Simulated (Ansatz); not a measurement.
Input, command and steps of an Ansatz relaxation.

```yaml
crystal:
  lattice:
    - [-4.5484769755, 4.5484769755, 4.5484769755]
    - [4.5484769755, -4.5484769755, 4.5484769755]
    - [4.5484769755, 4.5484769755, -4.5484769755]
  atoms:
    - { symbol: Ga, position: [0.5005805476, -0.0010865011, 0.5005805476] }
    - { symbol: Ga, position: [0.4994878278, 0.25, 0.25] }
    - { symbol: Ga, position: [0.5005805476, 0.5005805476, -0.0010865011] }
    - { symbol: Ga, position: [0.7516670488, 0.7516670488, 0.5010865011] }
    - { symbol: Ga, position: [0.5010865011, 0.7516670488, 0.7516670488] }
    - { symbol: Ga, position: [0.7483329512, -0.0005805476, 0.25] }
    - { symbol: Ga, position: [0.7483329512, 0.25, -0.0005805476] }
    - { symbol: Ga, position: [-0.0010865011, 0.5005805476, 0.5005805476] }
    - { symbol: Ga, position: [0.7516670488, 0.5010865011, 0.7516670488] }
    - { symbol: Ga, position: [-0.0005805476, 0.7483329512, 0.25] }
    - { symbol: Ga, position: [0.0005121722, 0.0005121722, 0.0005121722] }
    - { symbol: Ga, position: [0.25, 0.25, 0.4994878278] }
    - { symbol: Ga, position: [-0.0005805476, 0.25, 0.7483329512] }
    - { symbol: Ga, position: [0.25, 0.4994878278, 0.25] }
    - { symbol: Ga, position: [0.25, 0.7483329512, -0.0005805476] }
    - { symbol: Ga, position: [0.25, -0.0005805476, 0.7483329512] }
    - { symbol: "N", position: [0.75, 0.0, 0.5] }
    - { symbol: "N", position: [0.7499021603, 0.25, 0.25] }
    - { symbol: "N", position: [0.75, 0.5, 0.0] }
    - { symbol: "N", position: [0.0, 0.75, 0.5] }
    - { symbol: "N", position: [0.7500978397, 0.7500978397, 0.7500978397] }
    - { symbol: "N", position: [-0.0039789671, -0.0039789671, 0.25] }
    - { symbol: "N", position: [-0.0039789671, 0.25, -0.0039789671] }
    - { symbol: "N", position: [0.25, 0.5039789671, 0.5039789671] }
    - { symbol: "N", position: [0.0, 0.5, 0.75] }
    - { symbol: "N", position: [0.25, 0.7499021603, 0.25] }
    - { symbol: "N", position: [0.25, -0.0039789671, -0.0039789671] }
    - { symbol: "N", position: [0.5039789671, 0.25, 0.5039789671] }
    - { symbol: "N", position: [0.25, 0.25, 0.7499021603] }
    - { symbol: "N", position: [0.5039789671, 0.5039789671, 0.25] }
    - { symbol: "N", position: [0.5, 0.75, 0.0] }
    - { symbol: "N", position: [0.5, 0.0, 0.75] }
    - { symbol: H, position: [0.25, 0.25, 0.25] }
  host:
    lattice:
      - [0.0, 2.2742384878, 2.2742384878]
      - [2.2742384878, 0.0, 2.2742384878]
      - [2.2742384878, 2.2742384878, 0.0]
    atoms:
      - { symbol: Ga, position: [0.0, 0.0, 0.0] }
      - { symbol: "N", position: [0.75, 0.75, 0.75] }
total_charge: -1
basis:
  ecutwfc: 420
  xc_grid: 2
kpoints:
  mp_grid: { grid: [2, 2, 2], shift: [0.5, 0.5, 0.5] }
hamiltonian:
  xc: pbe
scf:
  occupations: { method: gaussian, width: 0.01 }
output:
  forces: true
  stress: false
  eigenvalues: true
  charged_corrections:
    defect_position: [0.25, 0.25, 0.25]
    epsilon: [[10.9988, 0.0, 0.0], [0.0, 10.9988, 0.0], [0.0, 0.0, 10.9988]]
  write_density: true
  write_potential: true
  elf: true
  volumetric_format: npy
relax:
  adjacent_minimum: "off"
  f_tol: 0.025
  max_steps: 45
```

```bash
ansatz run input.yaml --threads 4 --pin off --max-ram 6144MiB --backend cpu --events-out ev --progress --plain --runs-dir out
```

These are results of DFT PBE, scalar-relativistic, plane waves, PAW in Ansatz, not measurements.

The cell holds a point defect: H interstitial, charge −1.

Of 5 frames 4 are shown, positions in Å and forces in eV/Å; the SCF threshold varies from step to step.

```xyz
33
Lattice="-4.5485 4.5485 4.5485 4.5485 -4.5485 4.5485 4.5485 4.5485 -4.5485" Properties=species:S:1:pos:R:3:forces:R:3 pbc="T T T" step=1 free_energy_over_end_meV_per_atom=13.26
Ga   -0.0049    4.5587   -0.0049    0.2653   -0.0231    0.2653
Ga    0.0023    2.2719    2.2719    0.9379   -0.9379   -0.9379
Ga   -0.0049   -0.0049    4.5587    0.2653    0.2653   -0.0231
Ga    2.2792    2.2792    4.5587   -0.2653   -0.2653   -0.0231
Ga    4.5587    2.2792    2.2792   -0.0231   -0.2653   -0.2653
Ga   -2.2693    4.5435    2.2640   -0.2653    0.2653    0.0231
Ga   -2.2693    2.2640    4.5435   -0.2653    0.0231    0.2653
Ga    4.5587   -0.0049   -0.0049   -0.0231    0.2653    0.2653
Ga    2.2792    4.5587    2.2792   -0.2653   -0.0231   -0.2653
Ga    4.5435   -2.2693    2.2640    0.2653   -0.2653    0.0231
Ga    0.0023    0.0023    0.0023    0.9379    0.9379    0.9379
Ga    2.2719    2.2719    0.0023   -0.9379   -0.9379    0.9379
Ga    4.5435    2.2640   -2.2693    0.2653    0.0231   -0.2653
Ga    2.2719    0.0023    2.2719   -0.9379    0.9379   -0.9379
Ga    2.2640   -2.2693    4.5435    0.0231   -0.2653    0.2653
Ga    2.2640    4.5435   -2.2693    0.0231    0.2653   -0.2653
N    -1.1371    5.6856    1.1371    0.0000    0.0000    0.0000
N    -1.1367    3.4109    3.4109   -0.0167    0.0167    0.0167
N    -1.1371    1.1371    5.6856    0.0000    0.0000    0.0000
N     5.6856   -1.1371    1.1371    0.0000    0.0000    0.0000
N     3.4118    3.4118    3.4118   -0.0167   -0.0167   -0.0167
N     1.1371    1.1371   -1.1733    0.0000    0.0000   -1.0415
N     1.1371   -1.1733    1.1371    0.0000   -1.0415    0.0000
N     3.4476    1.1371    1.1371    1.0415    0.0000    0.0000
N     5.6856    1.1371   -1.1371    0.0000    0.0000    0.0000
N     3.4109   -1.1367    3.4109    0.0167   -0.0167    0.0167
N    -1.1733    1.1371    1.1371   -1.0415    0.0000    0.0000
N     1.1371    3.4476    1.1371    0.0000    1.0415    0.0000
N     3.4109    3.4109   -1.1367    0.0167    0.0167   -0.0167
N     1.1371    1.1371    3.4476    0.0000    0.0000    1.0415
N     1.1371   -1.1371    5.6856    0.0000    0.0000    0.0000
N     1.1371    5.6856   -1.1371    0.0000    0.0000    0.0000
H     1.1371    1.1371    1.1371    0.0000    0.0000    0.0000
33
Lattice="-4.5485 4.5485 4.5485 4.5485 -4.5485 4.5485 4.5485 4.5485 -4.5485" Properties=species:S:1:pos:R:3:forces:R:3 pbc="T T T" step=2 free_energy_over_end_meV_per_atom=1.30
Ga   -0.0165    4.5669   -0.0165    0.0677    0.0001    0.0677
Ga    0.0539    2.2204    2.2204    0.1141   -0.1141   -0.1141
Ga   -0.0165   -0.0165    4.5669    0.0677    0.0677    0.0001
Ga    2.2908    2.2908    4.5669   -0.0677   -0.0677    0.0001
Ga    4.5669    2.2908    2.2908    0.0001   -0.0677   -0.0677
Ga   -2.2577    4.5319    2.2558   -0.0677    0.0677   -0.0001
Ga   -2.2577    2.2558    4.5319   -0.0677   -0.0001    0.0677
Ga    4.5669   -0.0165   -0.0165    0.0001    0.0677    0.0677
Ga    2.2908    4.5669    2.2908   -0.0677    0.0001   -0.0677
Ga    4.5319   -2.2577    2.2558    0.0677   -0.0677   -0.0001
Ga    0.0539    0.0539    0.0539    0.1141    0.1141    0.1141
Ga    2.2204    2.2204    0.0539   -0.1141   -0.1141    0.1141
Ga    4.5319    2.2558   -2.2577    0.0677   -0.0001   -0.0677
Ga    2.2204    0.0539    2.2204   -0.1141    0.1141   -0.1141
Ga    2.2558   -2.2577    4.5319   -0.0001   -0.0677    0.0677
Ga    2.2558    4.5319   -2.2577   -0.0001    0.0677   -0.0677
N    -1.1371    5.6856    1.1371    0.0000    0.0000    0.0000
N    -1.1004    3.3747    3.3747   -0.2978    0.2978    0.2978
N    -1.1371    1.1371    5.6856    0.0000    0.0000    0.0000
N     5.6856   -1.1371    1.1371    0.0000    0.0000    0.0000
N     3.4480    3.4480    3.4480   -0.2978   -0.2978   -0.2978
N     1.1371    1.1371   -1.2259    0.0000    0.0000   -0.0235
N     1.1371   -1.2259    1.1371    0.0000   -0.0235    0.0000
N     3.5001    1.1371    1.1371    0.0235    0.0000    0.0000
N     5.6856    1.1371   -1.1371    0.0000    0.0000    0.0000
N     3.3747   -1.1004    3.3747    0.2978   -0.2978    0.2978
N    -1.2259    1.1371    1.1371   -0.0235    0.0000    0.0000
N     1.1371    3.5001    1.1371    0.0000    0.0235    0.0000
N     3.3747    3.3747   -1.1004    0.2978    0.2978   -0.2978
N     1.1371    1.1371    3.5001    0.0000    0.0000    0.0235
N     1.1371   -1.1371    5.6856    0.0000    0.0000    0.0000
N     1.1371    5.6856   -1.1371    0.0000    0.0000    0.0000
H     1.1371    1.1371    1.1371    0.0000    0.0000    0.0000
33
Lattice="-4.5485 4.5485 4.5485 4.5485 -4.5485 4.5485 4.5485 4.5485 -4.5485" Properties=species:S:1:pos:R:3:forces:R:3 pbc="T T T" step=3 free_energy_over_end_meV_per_atom=0.16
Ga   -0.0103    4.5673   -0.0103   -0.0128   -0.0292   -0.0128
Ga    0.0506    2.2236    2.2236    0.0684   -0.0684   -0.0684
Ga   -0.0103   -0.0103    4.5673   -0.0128   -0.0128   -0.0292
Ga    2.2845    2.2845    4.5673    0.0128    0.0128   -0.0292
Ga    4.5673    2.2845    2.2845   -0.0292    0.0128    0.0128
Ga   -2.2640    4.5382    2.2554    0.0128   -0.0128    0.0292
Ga   -2.2640    2.2554    4.5382    0.0128    0.0292   -0.0128
Ga    4.5673   -0.0103   -0.0103   -0.0292   -0.0128   -0.0128
Ga    2.2845    4.5673    2.2845    0.0128   -0.0292    0.0128
Ga    4.5382   -2.2640    2.2554   -0.0128    0.0128    0.0292
Ga    0.0506    0.0506    0.0506    0.0684    0.0684    0.0684
Ga    2.2236    2.2236    0.0506   -0.0684   -0.0684    0.0684
Ga    4.5382    2.2554   -2.2640   -0.0128    0.0292    0.0128
Ga    2.2236    0.0506    2.2236   -0.0684    0.0684   -0.0684
Ga    2.2554   -2.2640    4.5382    0.0292    0.0128   -0.0128
Ga    2.2554    4.5382   -2.2640    0.0292   -0.0128    0.0128
N    -1.1371    5.6856    1.1371    0.0000    0.0000    0.0000
N    -1.1159    3.3901    3.3901   -0.1072    0.1072    0.1072
N    -1.1371    1.1371    5.6856    0.0000    0.0000    0.0000
N     5.6856   -1.1371    1.1371    0.0000    0.0000    0.0000
N     3.4326    3.4326    3.4326   -0.1072   -0.1072   -0.1072
N     1.1371    1.1371   -1.2239    0.0000    0.0000   -0.0199
N     1.1371   -1.2239    1.1371    0.0000   -0.0199    0.0000
N     3.4982    1.1371    1.1371    0.0199    0.0000    0.0000
N     5.6856    1.1371   -1.1371    0.0000    0.0000    0.0000
N     3.3901   -1.1159    3.3901    0.1072   -0.1072    0.1072
N    -1.2239    1.1371    1.1371   -0.0199    0.0000    0.0000
N     1.1371    3.4982    1.1371    0.0000    0.0199    0.0000
N     3.3901    3.3901   -1.1159    0.1072    0.1072   -0.1072
N     1.1371    1.1371    3.4982    0.0000    0.0000    0.0199
N     1.1371   -1.1371    5.6856    0.0000    0.0000    0.0000
N     1.1371    5.6856   -1.1371    0.0000    0.0000    0.0000
H     1.1371    1.1371    1.1371    0.0000    0.0000    0.0000
33
Lattice="-4.5485 4.5485 4.5485 4.5485 -4.5485 4.5485 4.5485 4.5485 -4.5485" Properties=species:S:1:pos:R:3:forces:R:3 pbc="T T T" step=5 free_energy_over_end_meV_per_atom=0.00
Ga   -0.0100    4.5663   -0.0100   -0.0087   -0.0025   -0.0087
Ga    0.0524    2.2219    2.2219    0.0048   -0.0048   -0.0048
Ga   -0.0100   -0.0100    4.5663   -0.0087   -0.0087   -0.0025
Ga    2.2843    2.2843    4.5663    0.0087    0.0087   -0.0025
Ga    4.5663    2.2843    2.2843   -0.0025    0.0087    0.0087
Ga   -2.2642    4.5385    2.2564    0.0087   -0.0087    0.0025
Ga   -2.2642    2.2564    4.5385    0.0087    0.0025   -0.0087
Ga    4.5663   -0.0100   -0.0100   -0.0025   -0.0087   -0.0087
Ga    2.2843    4.5663    2.2843    0.0087   -0.0025    0.0087
Ga    4.5385   -2.2642    2.2564   -0.0087    0.0087    0.0025
Ga    0.0524    0.0524    0.0524    0.0048    0.0048    0.0048
Ga    2.2219    2.2219    0.0524   -0.0048   -0.0048    0.0048
Ga    4.5385    2.2564   -2.2642   -0.0087    0.0025    0.0087
Ga    2.2219    0.0524    2.2219   -0.0048    0.0048   -0.0048
Ga    2.2564   -2.2642    4.5385    0.0025    0.0087   -0.0087
Ga    2.2564    4.5385   -2.2642    0.0025   -0.0087    0.0087
N    -1.1371    5.6856    1.1371    0.0000    0.0000    0.0000
N    -1.1226    3.3968    3.3968   -0.0049    0.0049    0.0049
N    -1.1371    1.1371    5.6856    0.0000    0.0000    0.0000
N     5.6856   -1.1371    1.1371    0.0000    0.0000    0.0000
N     3.4259    3.4259    3.4259   -0.0049   -0.0049   -0.0049
N     1.1371    1.1371   -1.2249    0.0000    0.0000    0.0122
N     1.1371   -1.2249    1.1371    0.0000    0.0122    0.0000
N     3.4992    1.1371    1.1371   -0.0122    0.0000    0.0000
N     5.6856    1.1371   -1.1371    0.0000    0.0000    0.0000
N     3.3968   -1.1226    3.3968    0.0049   -0.0049    0.0049
N    -1.2249    1.1371    1.1371    0.0122    0.0000    0.0000
N     1.1371    3.4992    1.1371    0.0000   -0.0122    0.0000
N     3.3968    3.3968   -1.1226    0.0049    0.0049   -0.0049
N     1.1371    1.1371    3.4992    0.0000    0.0000   -0.0122
N     1.1371   -1.1371    5.6856    0.0000    0.0000    0.0000
N     1.1371    5.6856   -1.1371    0.0000    0.0000    0.0000
H     1.1371    1.1371    1.1371    0.0000    0.0000    0.0000
```